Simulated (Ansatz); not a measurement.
**LiH (Fm-3m): G0W0 and the treatment of frequencies and band sums**

```cif
data_structure
_symmetry_space_group_name_H-M 'P 1'
_symmetry_Int_Tables_number 1
_cell_length_a 2.8878
_cell_length_b 2.8878
_cell_length_c 2.8878
_cell_angle_alpha 60.000
_cell_angle_beta 60.000
_cell_angle_gamma 60.000
_cell_volume 17.03
loop_
_atom_site_label
_atom_site_type_symbol
_atom_site_fract_x
_atom_site_fract_y
_atom_site_fract_z
_atom_site_occupancy
Li1 Li 0.00000 0.00000 0.00000 1
H1 H 0.50000 0.50000 0.50000 1
```

Held fixed (Ansatz):

| Quantity | Value |
| --- | --- |
| orbitals | PBE |
| datasets | hard PAW set made for 700 eV |
| k mesh | 4×4×4 |
| response cutoff | 200 eV |
| wave cutoff | 700 eV |

The gap is read direct at k = (0, -0.5, -0.5), linearised, between the Kohn-Sham band edges among the points solved. ε∞ is the electronic dielectric constant on this mesh. Runs with cut sums weigh the q → 0 term analytically. The completed-sum build treats it its own way, which on a coarse mesh shifts the gap as well.

| treatment | KS gap (eV) | G0W0 gap (eV) | ε∞ |
| --- | --- | --- | --- |
| contour deformation, sums cut at 110 empty bands | 3.01 | 4.77 | 5.1 |
| plasmon pole fitted at 12.73i eV, sums cut at 110 empty bands | 3.01 | 4.76 | 5.1 |
| contour deformation, 45 empty bands and completed sums (trial build, its own q → 0 term) | 3.01 | ? | ? |

Task: Fill in the row for contour deformation, 45 empty bands and completed sums (trial build, its own q → 0 term).

Result: G0W0 gap 4.86 eV, ε∞ 5.1.

The cell is a model at fixed atoms and needn't be the relaxed known crystal. Points k are given in fractions of the reciprocal vectors. The mesh is coarse, so these are values at the stated settings, not converged ones. Band sums or response are cut, so the gap isn't at its basis limit. The gap is read on the mesh, and the crystal's band edges can lie off it. Meshes this coarse can overestimate the dielectric constant by a tenth and more.
